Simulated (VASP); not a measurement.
Here is a VASP 6.6.1 calculation.

Contents of INCAR:

```
PREC = Accurate ; ENCUT = 520
EDIFF = 1E-8 ; ISMEAR = -1
SIGMA = 0.05 ; LREAL = F
LASPH = T ; NELM = 100
ALGO = Normal ; ISIF = 2
LWAVE = F ; LCHARG = F
GGA = PE ; LEFG = T
NBANDS = 10
```

File KPOINTS:

```
Automatic mesh
0
Gamma
  8 8 8
```

File POSCAR:

```
Rb
1.0
   -2.8201361097      2.8201361097      2.7779400000
    2.8201361097     -2.8201361097      2.7779400000
    2.8201361097      2.8201361097     -2.7779400000
Rb
1
Direct
    0.0000000000      0.0000000000      0.0000000000
```

Potentials or basis: VASP PAW PBE potentials, release 64 (Rb_sv).

The run is started by

```sh
$ cat potpaw_PBE.64/Rb_sv/POTCAR > POTCAR
$ mpirun -np 1 vasp_std > vasp.out
```

(1) Predict the pressure.

(2) Predict the band gap on the k mesh.

Answers

(1) 0.1 GPa.

(2) none (metal or under the smearing width).
